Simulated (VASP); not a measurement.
# Settings for KCl: NMR shieldings and orbital susceptibility

KCl, Pm-3m (no. 221), 2 atoms in the cell. PBE, GIPAW shieldings; PAW potentials K_sv, Cl (PBE set). VASP 6.6.1.

Wanted: isotropic shielding within 1 ppm; span within 2 ppm.

POSCAR:
```
KCl
1.0
    3.8391960000      0.0000000000      0.0000000000
    0.0000000000      3.8391960000      0.0000000000
    0.0000000000      0.0000000000      3.8391960000
K Cl
1 1
Direct
    0.0000000000      0.0000000000      0.0000000000
    0.5000000000      0.5000000000      0.5000000000
```

The series start from ENCUT (eV): 400; k mesh: 9 × 9 × 9; EDIFF (eV): 1e-8; PREC: Accurate; Projectors: LREAL = F, NLSPLINE = T; LNMR_SYM_RED: yes; ALGO: Normal. Each series keeps the choices made before it, and each single choice may use up half of a tolerance.

## ENCUT (eV)

| ENCUT (eV) | Isotropic shielding, largest deviation (ppm) | Span, largest deviation (ppm) | Time (s) |
|---|---|---|---|
| 300 | 0.3 | 0.0 | 34 |
| 350 | 1.3 | 0.0 | 37 |
| 400 | 0.4 | 0.0 | 88 |
| 450 | 0.2 | 0.0 | 89 |
| 550 | 0.2 | 0.0 | 118 |
| 650 (reference) | 0.0 | 0.0 | 90 |

Chosen: 400, the loosest value from which every tighter one stays within half of the tolerance.

## k mesh

| k mesh | Isotropic shielding, largest deviation (ppm) | Span, largest deviation (ppm) | Time (s) |
|---|---|---|---|
| 2 × 2 × 2 | 264.3 | 0.0 | 10 |
| 3 × 3 × 3 | 56.6 | 0.0 | 12 |
| 4 × 4 × 4 | 11.4 | 0.0 | 23 |
| 5 × 5 × 5 | 2.8 | 0.0 | 24 |
| 6 × 6 × 6 | 0.7 | 0.0 | 45 |
| 7 × 7 × 7 | 0.2 | 0.0 | 47 |
| 9 × 9 × 9 | 0.1 | 0.0 | 88 |
| 10 × 10 × 10 | 0.0 | 0.0 | 124 |
| 12 × 12 × 12 (reference) | 0.0 | 0.0 | 203 |

Chosen: 7 × 7 × 7.

## EDIFF (eV)

| EDIFF (eV) | Isotropic shielding, largest deviation (ppm) | Span, largest deviation (ppm) | Time (s) |
|---|---|---|---|
| 0.0001 | 42.1 | 0.0 | 31 |
| 1e-5 | 4.4 | 0.0 | 35 |
| 1e-6 | 2.4 | 0.0 | 40 |
| 1e-7 | 0.6 | 0.0 | 43 |
| 1e-8 | 0.2 | 0.0 | 47 |
| 1e-9 (reference) | 0.0 | 0.0 | 51 |

Chosen: 1e-8.

## PREC

| PREC | Isotropic shielding, largest deviation (ppm) | Span, largest deviation (ppm) | Time (s) |
|---|---|---|---|
| Accurate | 0.0 | 0.0 | 47 |
| Normal | 0.0 | 0.0 | 24 |

Chosen: Normal, the fastest of those that stay within half of the tolerance.

## Projectors

| Projectors | Isotropic shielding, largest deviation (ppm) | Span, largest deviation (ppm) | Time (s) |
|---|---|---|---|
| LREAL = F, NLSPLINE = T | 0.0 | 0.0 | 24 |
| LREAL = Auto | 0.1 | 0.0 | 27 |
| LREAL = F, NLSPLINE = F | 0.4 | 0.0 | 24 |

Chosen: LREAL = F, NLSPLINE = T; no other choice that stays within half of the tolerance saves 30 % of the time.

## LNMR_SYM_RED

| LNMR_SYM_RED | Isotropic shielding, largest deviation (ppm) | Span, largest deviation (ppm) | Time (s) |
|---|---|---|---|
| yes | 0.0 | 0.0 | 24 |
| no | 0.0 | 0.0 | 24 |

Chosen: yes.

## ALGO

| ALGO | Isotropic shielding, largest deviation (ppm) | Span, largest deviation (ppm) | Time (s) |
|---|---|---|---|
| Normal | 0.0 | 0.0 | 24 |
| Fast | 0.0 | 0.0 | 25 |
| All | 0.0 | 0.0 | 26 |

Chosen: Normal.

## All choices together

| Input | Isotropic shielding, largest deviation (ppm) | Span, largest deviation (ppm) | Time (s) |
|---|---|---|---|
| defaults but for LCHIMAG, on a 7 × 7 × 7 mesh (naive) | 36.9 | 0.0 | 6.7 |
| chosen settings | 0.6 | 0.0 | 24 |
| reference settings throughout | 0.0 | 0.0 | 249 |

The tolerance is met.

Values of the reference run: Isotropic shielding: 1190, 888.3 ppm, absolute isotropic shielding with the core part, with the G = 0 term; Span: 0, 0 ppm.

## The input

INCAR:
```
GGA = PE
PREC = Normal
ENCUT = 400
EDIFF = 1E-8
LREAL = False
LASPH = True
ALGO = Normal
NELM = 120
LWAVE = False
LCHARG = False
LCHIMAG = True
LNMR_SYM_RED = True
NLSPLINE = True
ISMEAR = 0
SIGMA = 0.01
KPAR = 2
```

KPOINTS:
```
Automatic mesh
0
Gamma
  7 7 7
  0 0 0
```

Commands:
```
cat potpaw_PBE.64/K_sv/POTCAR potpaw_PBE.64/Cl/POTCAR > POTCAR
mpirun -np 2 vasp_std > vasp.out
```

Limits: The pGv and vGv forms of the susceptibility differ by more than 5 %, and the shieldings take over part of that uncertainty through the G = 0 term.

The chosen input took VASP 6.6.1 24 s on 2 cores (Intel Xeon 6975P-C (Granite Rapids)), a shared host.

## An input that fails: step DQ far too short for the threshold

It runs to its end, but against the unchanged starting input it is off by 1117.7 ppm in the isotropic shielding, 0.0 ppm in the span.

Changes against the starting input:
```
- EDIFF = 1e-08
+ EDIFF = 1e-05
+ DQ = 1e-06
```
